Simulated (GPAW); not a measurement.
A run of GPAW 26.7.0:

Contents of run.py:

```python
from ase.filters import FrechetCellFilter
from ase.io import read, write
from ase.optimize import BFGS
from gpaw import GPAW, PW

atoms = read('Se.xyz')

calc = GPAW(mode=PW(600),
            xc='LDA',
            kpts={'size': (7, 7, 7), 'gamma': True},
            occupations={'name': 'fermi-dirac', 'width': 0.05},
            nbands=9,
            convergence={'density': 1e-05, 'forces': 0.0001},
            maxiter=150,
            txt='gpaw.txt')
atoms.calc = calc
opt = BFGS(FrechetCellFilter(atoms), trajectory='relax.traj', logfile='-')
done = opt.run(fmax=0.02, steps=60)
calc.write('gs.gpw')
write('result.traj', atoms)
print('Converged:', done)
print('Cell:', atoms.cell.cellpar().round(4))
print('Volume:', round(atoms.get_volume(), 4))
print(atoms.get_scaled_positions().round(5))
```

The input Se.xyz:

```xyz
1
Lattice="2.8105630200 0.0000000000 0.0000000000 0.0000000000 2.8105630200 0.0000000000 0.0000000000 0.0000000000 2.8105630200" Properties=species:S:1:pos:R:3 pbc="T T T"
Se     0.0000000000      0.0000000000      0.0000000000
```

Potentials or basis: the program's PAW data sets (release 1.2.1) made for this functional, pw.

The run is started by

```bash
$ OMP_NUM_THREADS=1 python run.py
```

Hardware: 1 thread of Arm Neoverse V2 (shared host).

**Question.** Estimate the wall time of this run.

**Answer.** It took 6.8 s on 1 thread of Arm Neoverse V2 (shared host), peak memory 0.14 GiB. Counts: scf iterations 34, plane waves 752, bands 9, k points 20, ion steps 4.
